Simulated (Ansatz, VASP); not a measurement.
**One calculation of CO2, two programs**

```xyz
6
Lattice="4.1926 0.0000 0.0000 0.0000 4.1926 0.0000 0.0000 0.0000 4.6051" Properties=species:S:1:pos:R:3 pbc="T T T"
C     2.0963    2.0963    2.3026
C     0.0000    0.0000    0.0000
O     1.2757    2.9169    2.3026
O     2.9169    1.2757    2.3026
O     0.8206    0.8206    0.0000
O     3.3719    3.3719    0.0000
```

The cell comes from a database or a generator and needn't be the stable form of this composition.

Alike in both runs: task single point; functional HSE06; k mesh 4 × 4 × 4; no spin polarisation.

|  | VASP | Ansatz |
| --- | --- | --- |
| version | VASP 6.6.1 | Ansatz 0.2.0 |
| potentials or method | VASP PAW PBE potentials, release 64 (C, O) | plane waves, PAW |
| plane-wave cutoff (eV) | 520 | 420 |
| occupations | gaussian, width 0.01 eV | fixed |
| valence electrons in the cell | 32 | 32 |

VASP gave:

| Item | Value |
| --- | --- |
| gap on the k mesh at the Fermi level (eV) | 8.40 |
| pressure (GPa) | 2.0 |
| largest component of the traceless stress (GPa) | 0.23 |
| rms of the force components (eV/Å) | 0.035 |

Task: What did Ansatz give for the same quantities?

Result: gap on the k mesh at the Fermi level (eV): 8.42; pressure (GPa): -0.2; largest component of the traceless stress (GPa): 2.26; rms of the force components (eV/Å): 0.353.

Atom by atom the forces differ by 0.388 eV/Å (rms over components). One of these differences is far larger than is usual between the two programs; its cause wasn't traced. Ansatz warned: «stress_exchange_threshold_loose».

Caveats: the standard files for N, O and F lose accuracy on very short bonds; the PAW data sets were made with another functional, which shifts forces and pressure a little (VASP). A k mesh can miss the band edges.
